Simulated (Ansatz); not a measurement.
**The stack of Zr2COS MXene under 2H-WSe2, shifted by a third of the diagonal under a gate**

Wanted: Fermi level and gate voltage of the stack of Zr2COS MXene under 2H-WSe2, shifted by a third of the diagonal as it is charged.

Program: Ansatz 0.2.0. Level of theory: plane-wave DFT, PBE-D3(BJ), Ansatz PAW. Results are calculated unless marked as measured.

Most raw output is cut from this account.

### Step 1. The structure

The cell holds 8 atoms: 1 S, 2 Zr, 1 C, 1 O, 2 Se and 1 W. Cell: a = 3.304 Å, b = 3.304 Å, c = 55.627 Å, α = 90.0°, β = 90.0°, γ = 120.0°. Regions: layer 1: Zr2COS MXene, 5 atoms (1 S, 2 Zr, 1 C and 1 O); layer 2: 2H-WSe2, 3 atoms (2 Se and 1 W). Vacuum lies along c.

### Step 2. Relaxation

The starting cell is a guess, so the in-plane lattice and the atoms are relaxed first, with the slab cut off from its images along the normal.

input.yaml reads:

```yaml
crystal:
  lattice:
    - [3.3045, 0.0, 0.0]
    - [-1.65225, 2.8617809468, 0.0]
    - [0.0, 0.0, 55.6269705972]
  atoms:
    - { symbol: S, position: [0.3333333333, 0.6666666667, 0.3891996952] }
    - { symbol: Zr, position: [0.6666666667, 0.3333333333, 0.4217809677] }
    - { symbol: C, position: [0.0, 0.0, 0.4451105102] }
    - { symbol: Zr, position: [0.3333333333, 0.6666666667, 0.4684400527] }
    - { symbol: O, position: [0.6666666667, 0.3333333333, 0.4896298031] }
    - { symbol: Se, position: [0.6666666667, 0.3333333333, 0.5435604768] }
    - { symbol: W, position: [0.3333333333, 0.6666666667, 0.5771803909] }
    - { symbol: Se, position: [0.6666666667, 0.3333333333, 0.6108003048] }
  periodic: [true, true, false]
kpoints:
  mp_grid: { grid: [12, 12, 1] }
hamiltonian:
  xc: pbe
  dispersion: d3bj
scf:
  occupations: { method: fermi_dirac, width: 0.05 }
  convergence: { dr2_threshold: 1.0e-09 }
relax:
  f_tol: 0.004
  max_steps: 90
  cell: {}
output:
  write_potential: true
  write_density: true
  volumetric_format: npy
```

Started as:

```console
$ ansatz run input.yaml --threads 4 --pin off --max-ram 12288MiB --backend cpu --events-out ev --progress --plain --runs-dir out
```

Run time: 2.6 min. Hardware: 4 threads of Arm Neoverse V2, shared host; peak memory 1.3 GiB; 10 min of CPU time.

Step by step:

```tsv
step	energy less that of the first step (eV)	largest force component (eV/Å)	volume (Å³)
1	0.0000	3.8515	526.05
2	-1.0373	0.6503	523.83
3	-0.9997	0.7822	548.69
4	-1.1060	0.0417	534.39
5	-1.1062	0.0154	535.13
6	-1.1063	0.0059	535.10
7	-1.1063	0.0028	535.09
8*	-1.1085	0.0034	535.09
9	-1.1085	0.0006	535.24
10*	-1.1085	0.0006	535.24
```

Relaxation steps marked * repeat the geometry before them on a plane-wave basis chosen anew for their cell, so energy and pressure can jump there. Relaxation step 3 was tried and not accepted.

The run keeps the 6 symmetry operations that it works with, so distortions that break them were not tested.

```tsv
cell as run	before	after	change
a (Å)	3.304	3.333	+0.9 %
b (Å)	3.304	3.333	+0.9 %
```

The atoms that moved most (Å, along periodic axes as changes of fractional coordinates times the final cell, across vacuum about the mean position):

```tsv
atom	dx	dy	dz	length
Se8	0.000	0.000	-0.260	0.260
S1	0.000	0.000	0.180	0.180
O5	0.000	0.000	-0.150	0.150
Se6	0.000	0.000	0.148	0.148
Zr4	0.000	0.000	0.128	0.128
W7	0.000	0.000	-0.056	0.056
C3	0.000	0.000	0.023	0.023
Zr2	0.000	0.000	-0.012	0.012
```

Numbers from this step:

- energy at zero smearing: -31421.1677 eV

The lattice constant a goes from 3.304 to 3.333 Å.

### Step 3. Gated layer, added electrons 0, start network

The slab is cut off from its images along the normal. A charged sheet stands for each gate, the layer takes the opposite charge, and a barrier ahead of the sheet keeps electrons from leaking to it. The uncharged case sets the zero; a dense mesh is needed because few carriers fill a small part of the zone.

The cell differs from the one that the last finished run ended in (c 55.627 → 54.188 Å).

input.yaml reads:

```yaml
crystal:
  lattice:
    - [3.3332505533, 0.0, 0.0]
    - [-1.6666252767, 2.8866796563, 0.0]
    - [0.0, 0.0, 54.187754413]
  atoms:
    - { symbol: S, position: [0.3333333333, 0.6666666667, 0.3903095862] }
    - { symbol: Zr, position: [0.6666666667, 0.3333333333, 0.4202251681] }
    - { symbol: C, position: [0.0, 0.0, 0.44481865] }
    - { symbol: Zr, position: [0.3333333333, 0.6666666667, 0.4706962036] }
    - { symbol: O, position: [0.6666666667, 0.3333333333, 0.4873239028] }
    - { symbol: Se, position: [0.6666666667, 0.3333333333, 0.5481867097] }
    - { symbol: W, position: [0.3333333333, 0.6666666667, 0.5789287429] }
    - { symbol: Se, position: [0.6666666667, 0.3333333333, 0.6096904138] }
  periodic: [true, true, false]
  symmetry: { detect: true }
kpoints:
  mp_grid: { grid: [36, 36, 1] }
  band_path:
    path: [[0, 0, 0], [0.5, 0, 0], [0.33333333, 0.33333333, 0], [0, 0, 0]]
    npoints: 16
hamiltonian:
  xc: pbe
  dispersion: d3bj
scf:
  occupations: { method: fermi_dirac, width: 0.05 }
  convergence: { dr2_threshold: 1.0e-10 }
output:
  forces: true
  eigenvalues: true
  dos: { projected: true, e_range: [-3, 3], de: 0.01 }
  write_potential: true
  write_density: true
  volumetric_format: npy
  elf: true
external_charges:
  - { charge: 0, barrier: 10, axis: 3, height: 36.538, sigma: 0.25 }
```

Wall time 3.3 min (4 threads); peak memory 2.6 GiB.

Numbers from this step:

```yaml
energy_at_zero_smearing: -31421.1650 eV
potential_beyond_the_upper_barrier_and_gate_less_the_barrier_from_the_fermi_level: 4.837 eV
```

Running mean over a fixed 2.7 Å (it still follows the layers) of the planar mean; beyond a gate it holds the 10 eV model barrier. The electron's electrostatic potential energy less the Fermi level by z:

```tsv
z (Å)	electron's electrostatic potential energy less the Fermi level (eV)
4	6.11
5	6.11
6	6.11
7	6.11
8	6.11
9	6.11
10	6.11
11	6.11
12	6.11
13	6.11
14	6.11
15	6.11
16	6.11
17	6.11
18	6.09
19	5.66
20	2.07
21	-2.60
22	-8.99
23	-9.51
24	-9.70
25	-10.6
26	-8.84
27	-2.84
28	1.59
29	-0.733
30	-6.12
31	-9.32
32	-9.14
33	-4.34
34	0.346
35	3.89
36	7.83
37	11.5
38	14.6
39	14.8
40	14.8
41	14.8
42	14.8
43	14.8
44	14.8
45	14.8
46	14.8
47	14.8
48	14.8
49	14.8
50	14.8
```

The density of states has structure finer than the step of the table below, so its rows give means over 0.2 eV, whole bins alone (the curve runs from -3 to 1.99 eV). Peaks (eV: height): -2.59: 11.8, -2.50: 14.4, -2.46: 18.1, -2.28: 15.9, -2.08: 12.4, -1.39: 12.2, -1.03: 8.30.

Table of density of states by energy, zero at the Fermi level; means over each step:

energy (eV), density of states (states/eV a cell) and a bar:
```
     -2.8        4.7 #############
     -2.6        7.5 ######################
     -2.4       10.2 ##############################
     -2.2        9.4 ###########################
     -2.0        6.4 ##################
     -1.8        4.2 ############
     -1.6        4.6 #############
     -1.4        7.0 ####################
     -1.2        4.0 ###########
     -1.0        5.6 ################
     -0.8        4.9 ##############
     -0.6        2.5 ######
     -0.4        1.3 ###
     -0.2        0.4 
      0.0        0.8 #
      0.2        1.0 ##
      0.4        1.0 ##
      0.6        1.1 ##
      0.8        1.3 ###
      1.0        1.6 ####
      1.2        1.8 ####
      1.4        1.7 ####
      1.6        3.7 ##########
      1.8        5.5 ###############
```

Projected DOS per atom over height of the atomic layer and energy from the Fermi level. Layers: S Zr C Zr O Se W Se from below.

Ten even steps from '_' (0.00 states/eV) to '@' (2.46 states/eV), each cell a mean:
```
__::__::__..@@..
__..__::__::##::
__..__..____::__
__::__::________
__::__::________
__..__..________
__..__..________
__..____________
__..____________
________________
____________::__
::__________==__
++....____..**..
++..::____..##..
%%..--..__..::::
++..::....--::--
--....____--::--
--::--..__==--==
====++....##**##
####@@::::------
====**......::::
--::::____..::..
```
Columns: height of the atomic layer (Å) from 21.1 to 33.0 (not evenly spaced); rows upwards: energy from the Fermi level (eV) from -2.98 to 1.97.

Electronic bands along the path, in eV, zero at the Fermi level:

```tsv
point	band 40	band 41	band 42	band 43	band 44	band 45	band 46	band 47
Γ	-1.17	-0.44	0.25	0.25	1.34	1.34	1.48	2.62
halfway	-1.81	-1.16	-1.10	-0.76	0.44	1.74	2.10	2.47
M	-1.36	-1.25	-1.19	-0.73	-0.05	2.05	2.38	2.49
halfway	-2.32	-2.10	-1.53	-0.63	1.06	1.82	2.69	2.71
K	-2.51	-2.23	-2.14	-0.26	1.24	1.92	2.42	2.62
halfway	-1.78	-1.50	-1.10	-1.04	1.26	1.47	1.68	2.16
Γ	-1.17	-0.44	0.25	0.25	1.34	1.34	1.48	2.62
```

Valence density in the ca plane at fractional y = 0.333, with atoms of Zr and O and Se within 0.2 Å of it. It is the smooth field of the valence electrons, not physical close to the nuclei.

Ten steps, logarithmic in the rise over the least value, from '0' (0 e/Å³) to '9' (31 e/Å³), each cell a mean:
```
00000000000000011113331111011222100001232211
00000000000000000135553100012454200012576321
00000000000000000145554100013565310013798421
00000000000000000135554100012565200013687421
00000000000000001124442110012343100012354211
00000000000000011111221111111111000001122111
00000000000000112111111111122100000000011112
00000000000000112111011111122100000000001112
00000000000000111111111111111110000000111111
```
Columns run along c (16.0 Å, from fractional 0.28 to 0.58 of the cell), rows up along a (3.3 Å). Atoms in or near the plane, at fractional coordinates: Zr at (0.42, 0.67), O at (0.49, 0.67), Se at (0.55, 0.67).

ELF in the ca plane at fractional y = 0.333, with atoms of Zr and O and Se within 0.2 Å of it. It is the smooth field of the valence electrons, not physical close to the nuclei.

Ten even steps from '0' (0.00) to '9' (0.88), each cell a mean:
```
00000024564246632442114787400589888632368888
00000001221388883121148889611799657742367668
00000000010583484011268569711898325642366327
00000000111486684111268779711899536742367448
00000012443268862231126888501699878742368789
00000145776323323652112455200367777522246777
00001367888631147863232111000013343223223443
00001468998742257863342000000001222123212221
00001257888521125763111122100245665322235665
```
Columns run along c (16.0 Å, from fractional 0.33 to 0.63 of the cell), rows up along a (3.3 Å). Atoms in or near the plane, at fractional coordinates: Zr at (0.42, 0.67), O at (0.49, 0.67), Se at (0.55, 0.67), Se at (0.61, 0.67).

Electrostatic potential energy in the ca plane at fractional y = 0.333, with atoms of Zr and O and Se within 0.2 Å of it. With pseudopotentials it is smooth inside the atoms' cores, unlike the true potential.

Ten even steps from '0' (-53 eV) to '9' (1 eV), each cell a mean:
```
99999999999999999999987534678888888899999875
99999999999999999999986100168998862379999756
99999999999999999999984000058899830049999657
99999999999999999999985000058999841159999657
99999999999999999999987311478988875689999865
99999999999999999999888766788887778899999987
99999999999999999998888888888876667899999999
99999999999999999998788888888876567899999999
99999999999999999998888877888887678899999998
```
Columns run along c (16.0 Å, from fractional 0.26 to 0.55 of the cell; values clipped at the 3rd and 97th percentile), rows up along a (3.3 Å). Atoms in or near the plane, at fractional coordinates: Zr at (0.42, 0.67), O at (0.49, 0.67), Se at (0.55, 0.67).

There is no gap.

### Step 4. Gated layer, added electrons 3×10¹³ per cm²

input.yaml: that of step 3 with these lines changed.

```diff
@@ -16,2 +16,3 @@
   symmetry: { detect: true }
+total_charge: -0.028866
 kpoints:
@@ -30,3 +31,2 @@
   eigenvalues: true
-  dos: { projected: true, e_range: [-3, 3], de: 0.01 }
   write_potential: true
@@ -34,4 +34,4 @@
   volumetric_format: npy
-  elf: true
 external_charges:
   - { charge: 0, barrier: 10, axis: 3, height: 36.538, sigma: 0.25 }
+  - { charge: 0.028866, axis: 3, height: 38.038, sigma: 0.5 }
```

It took 3.8 min on 4 threads; peak memory 2.6 GiB.

This step gave:

```yaml
energy_at_zero_smearing: -31421.2632 eV
potential_beyond_the_upper_barrier_and_gate_less_the_barrier_from_the_fermi_level: 1.836 eV
```

Electronic bands along the path, in eV, zero at the Fermi level:

```tsv
point	band 40	band 41	band 42	band 43	band 44	band 45	band 46	band 47
Γ	-1.43	-1.10	0.23	0.23	1.30	1.30	1.45	1.73
halfway	-2.14	-2.00	-1.15	-0.77	0.41	0.85	1.22	1.60
M	-2.14	-2.08	-1.37	-0.74	-0.10	1.16	1.54	2.34
halfway	-2.50	-2.16	-1.56	-1.51	0.94	1.02	1.81	2.21
K	-2.61	-2.24	-2.19	-1.14	0.35	1.72	1.88	2.32
halfway	-2.10	-1.91	-1.79	-1.11	0.59	1.21	1.28	1.40
Γ	-1.43	-1.10	0.23	0.23	1.30	1.30	1.45	1.73
```

Force by atom:

```tsv
atom	x (eV/Å)	y (eV/Å)	z (eV/Å)	size
S1	0.000	0.000	0.012	0.012
Zr2	0.000	0.000	-0.036	0.036
C3	0.000	0.000	0.104	0.104
Zr4	0.000	0.000	-0.290	0.290
O5	0.000	0.000	0.226	0.226
Se6	0.000	0.000	-0.040	0.040
W7	0.000	0.000	0.046	0.046
Se8	0.000	0.000	-0.023	0.023
```

Against the uncharged case this takes +3.00 V.

### Step 5. Gated layer, added electrons -3×10¹³ per cm²

input.yaml: that of step 4 with these lines changed.

```diff
@@ -16,3 +16,3 @@
   symmetry: { detect: true }
-total_charge: -0.028866
+total_charge: 0.028866
 kpoints:
@@ -36,2 +36,2 @@
   - { charge: 0, barrier: 10, axis: 3, height: 36.538, sigma: 0.25 }
-  - { charge: 0.028866, axis: 3, height: 38.038, sigma: 0.5 }
+  - { charge: -0.028866, axis: 3, height: 38.038, sigma: 0.5 }
```

Elapsed: 3.2 min, on 4 threads; peak memory 2.6 GiB.

Electronic bands along the path, in eV, zero at the Fermi level:

```tsv
point	band 40	band 41	band 42	band 43	band 44	band 45	band 46	band 47
Γ	-1.14	-0.15	0.25	0.25	1.35	1.35	1.49	2.85
halfway	-1.52	-1.12	-0.85	-0.76	0.46	2.02	2.38	2.55
M	-1.34	-0.97	-0.92	-0.73	-0.04	2.32	2.45	2.71
halfway	-2.17	-1.97	-1.52	-0.36	1.08	2.09	2.73	2.90
K	-2.27	-2.23	-2.08	0.02	1.51	1.94	2.45	2.91
halfway	-1.77	-1.21	-1.09	-0.76	1.28	1.65	1.79	2.44
Γ	-1.14	-0.15	0.25	0.25	1.35	1.35	1.49	2.85
```

Against the uncharged case this takes -2.42 V.

### Step 6. Gated layer, added electrons 8×10¹³ per cm²

input.yaml: that of step 5 with these lines changed.

```diff
@@ -16,3 +16,3 @@
   symmetry: { detect: true }
-total_charge: 0.028866
+total_charge: -0.076976
 kpoints:
@@ -36,2 +36,2 @@
   - { charge: 0, barrier: 10, axis: 3, height: 36.538, sigma: 0.25 }
-  - { charge: -0.028866, axis: 3, height: 38.038, sigma: 0.5 }
+  - { charge: 0.076976, axis: 3, height: 38.038, sigma: 0.5 }
```

Run time: 4.2 min. Hardware: 4 threads; peak memory 2.6 GiB; 17 min of CPU time.

Electronic bands along the path, in eV, zero at the Fermi level:

```tsv
point	band 40	band 41	band 42	band 43	band 44	band 45	band 46	band 47
Γ	-1.82	-1.17	0.22	0.22	1.28	1.28	1.29	1.29
halfway	-2.38	-2.15	-1.16	-0.78	0.31	0.43	0.78	1.14
M	-2.51	-2.38	-1.38	-0.75	-0.12	0.74	1.11	2.04
halfway	-2.51	-2.17	-1.95	-1.56	0.52	1.01	1.37	1.76
K	-2.62	-2.24	-2.20	-1.57	-0.07	1.26	1.86	1.87
halfway	-2.35	-2.10	-1.79	-1.12	0.11	0.80	0.96	1.22
Γ	-1.82	-1.17	0.22	0.22	1.28	1.28	1.29	1.29
```

Against the uncharged case this takes +6.85 V.

### Step 7. Gated layer, added electrons -8×10¹³ per cm²

input.yaml: that of step 6 with these lines changed.

```diff
@@ -16,3 +16,3 @@
   symmetry: { detect: true }
-total_charge: -0.076976
+total_charge: 0.076976
 kpoints:
@@ -36,2 +36,2 @@
   - { charge: 0, barrier: 10, axis: 3, height: 36.538, sigma: 0.25 }
-  - { charge: 0.076976, axis: 3, height: 38.038, sigma: 0.5 }
+  - { charge: -0.076976, axis: 3, height: 38.038, sigma: 0.5 }
```

Elapsed: 3.2 min, on 4 threads; peak memory 2.6 GiB.

Electronic bands along the path, in eV, zero at the Fermi level:

```tsv
point	band 40	band 41	band 42	band 43	band 44	band 45	band 46	band 47
Γ	-1.12	-0.03	0.25	0.25	1.35	1.35	1.50	2.85
halfway	-1.39	-1.11	-0.75	-0.75	0.46	2.14	2.47	2.56
M	-1.34	-0.86	-0.82	-0.72	-0.04	2.39	2.46	2.80
halfway	-2.14	-1.86	-1.52	-0.26	1.08	2.17	2.73	2.92
K	-2.23	-2.21	-2.00	0.10	1.58	1.94	2.46	3.03
halfway	-1.77	-1.09	-1.08	-0.67	1.28	1.67	1.89	2.53
Γ	-1.12	-0.03	0.25	0.25	1.35	1.35	1.50	2.85
```

Against the uncharged case this takes -6.11 V.

### Step 8. Gated layer, added electrons 15×10¹³ per cm²

input.yaml: that of step 7 with these lines changed.

```diff
@@ -16,3 +16,3 @@
   symmetry: { detect: true }
-total_charge: 0.076976
+total_charge: -0.14433
 kpoints:
@@ -31,2 +31,3 @@
   eigenvalues: true
+  dos: { projected: true, e_range: [-3, 3], de: 0.01 }
   write_potential: true
@@ -34,4 +35,5 @@
   volumetric_format: npy
+  elf: true
 external_charges:
   - { charge: 0, barrier: 10, axis: 3, height: 36.538, sigma: 0.25 }
-  - { charge: -0.076976, axis: 3, height: 38.038, sigma: 0.5 }
+  - { charge: 0.14433, axis: 3, height: 38.038, sigma: 0.5 }
```

Run time: 4.3 min. Hardware: 4 threads; peak memory 2.6 GiB.

Against the uncharged case this takes +11.16 V.

### Step 9. Gated layer, added electrons -15×10¹³ per cm²

input.yaml: that of step 8 with these lines changed.

```diff
@@ -16,3 +16,3 @@
   symmetry: { detect: true }
-total_charge: -0.14433
+total_charge: 0.14433
 kpoints:
@@ -38,2 +38,2 @@
   - { charge: 0, barrier: 10, axis: 3, height: 36.538, sigma: 0.25 }
-  - { charge: 0.14433, axis: 3, height: 38.038, sigma: 0.5 }
+  - { charge: -0.14433, axis: 3, height: 38.038, sigma: 0.5 }
```

The job ended after 3.3 min (4 threads; peak memory 2.6 GiB).

[end of part 1 of 2]

[Logs are printed without paths, hosts, clocks, repeated set-up lines and the standing remarks that a program may print on its own settings, such as how far it seeks lower states.]

[Hosts, paths, dates, database ids (printed as entryN), source tags and the programs' standing remarks are cut or masked in the printed files.]

[Maps of the electrostatic potential energy from Ansatz leave out the sawtooth potential of an applied field or a dipole correction, so their vacuum need not be flat; planar profiles and work functions include it.]
